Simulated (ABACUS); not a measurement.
Here is an ABACUS 3.10.1 calculation.

The input INPUT:

```
INPUT_PARAMETERS
suffix              BN
calculation         nscf
basis_type          pw
pseudo_dir          ./
symmetry            -1
dft_functional      LDA_X+LDA_C_PW
ecutwfc             40.0
pseudo_rcut         10
nspin               1
nbands              14
ks_solver           dav
smearing_method     fd
smearing_sigma      0.00367493
scf_thr             1e-08
scf_nmax            100
mixing_type         broyden
mixing_beta         0.7
ecutrho             320.0
init_chg            file
pw_diag_thr         1e-07
out_band            1
kpar                4
```

Contents of STRU:

```
ATOMIC_SPECIES
N 14.0070 n_lda_v1.2.uspp.F.UPF
B 10.8100 b_lda_v1.4.uspp.F.UPF

LATTICE_CONSTANT
1.8897261246

LATTICE_VECTORS
-1.8130010000 0.0000000000 1.8130010000
0.0000000000 1.8130010000 1.8130010000
-1.8130010000 1.8130010000 0.0000000000

ATOMIC_POSITIONS
Direct

N
0.0
1
0.7500000000 0.7500000000 0.7500000000 1 1 1

B
0.0
1
0.0000000000 0.0000000000 0.0000000000 1 1 1
```

The input KPT:

```
K_POINTS
12
Line
0.00000000 0.00000000 0.00000000 10 // G
0.50000000 0.00000000 0.50000000 10 // X
0.50000000 0.25000000 0.75000000 10 // W
0.37500000 0.37500000 0.75000000 10 // K
0.00000000 0.00000000 0.00000000 10 // G
0.50000000 0.50000000 0.50000000 10 // L
0.62500000 0.25000000 0.62500000 10 // U
0.50000000 0.25000000 0.75000000 10 // W
0.50000000 0.50000000 0.50000000 10 // L
0.37500000 0.37500000 0.75000000 1 // K
0.62500000 0.25000000 0.62500000 10 // U
0.50000000 0.00000000 0.50000000 1 // X
```

Potentials or basis: GBRV ultrasoft 1.5 LDA, plane waves.

Run with:

```bash
$ OMP_NUM_THREADS=1 mpirun -np 4 abacus > log
```

Question: Predict the band gap along the path.

Answer: 4.34 eV, indirect (least direct gap 8.66 eV).

Levels at the corners of the path, in eV from the Fermi level:
| point | band 1 | band 2 | band 3 | band 4 | band 5 | band 6 | band 7 | band 8 | band 9 |
| --- | --- | --- | --- | --- | --- | --- | --- | --- | --- |
| Γ | -21.75 | -1.79 | -1.79 | -1.79 | 6.87 | 6.87 | 6.87 | 8.52 | 22.54 |
| X | -16.15 | -10.62 | -6.67 | -6.67 | 2.55 | 7.32 | 15.80 | 15.80 | 18.57 |
| W | -15.83 | -9.26 | -8.75 | -8.29 | 7.61 | 11.35 | 12.42 | 12.74 | 17.12 |
| K | -16.06 | -9.81 | -9.45 | -5.85 | 4.98 | 10.91 | 13.76 | 14.63 | 16.55 |
| Γ | -21.75 | -1.79 | -1.79 | -1.79 | 6.87 | 6.87 | 6.87 | 8.52 | 22.54 |
| L | -17.52 | -12.42 | -3.72 | -3.72 | 8.32 | 8.74 | 8.74 | 13.14 | 21.17 |
| U | -16.06 | -9.81 | -9.45 | -5.85 | 4.98 | 10.91 | 13.76 | 14.63 | 16.55 |
| W | -15.83 | -9.26 | -8.75 | -8.29 | 7.61 | 11.35 | 12.42 | 12.74 | 17.12 |
| L | -17.52 | -12.42 | -3.72 | -3.72 | 8.32 | 8.74 | 8.74 | 13.14 | 21.17 |
| K | -16.06 | -9.81 | -9.45 | -5.85 | 4.98 | 10.91 | 13.76 | 14.63 | 16.55 |
| U | -16.06 | -9.81 | -9.45 | -5.85 | 4.98 | 10.91 | 13.76 | 14.63 | 16.55 |
| X | -16.15 | -10.62 | -6.67 | -6.67 | 2.55 | 7.32 | 15.80 | 15.80 | 18.57 |

Caveat: the density is read from an earlier self-consistent run, whose mesh may be coarse.

**The experiment to reproduce.**

From a printed reference work, monograph, for a bulk crystal of BN at 300 K: band gap 6.4 eV (indirect).

A measured gap of BN is 6.4 eV (indirect; 300 K; a printed reference work, monograph); the calculated 4.34 eV misses it by -2.06 eV. The value is that of LDA-PW92, without temperature or zero-point motion. Semilocal functionals fall short of measured gaps as a rule. The cell is a database's relaxed one, not the measured one, which moves gaps too.
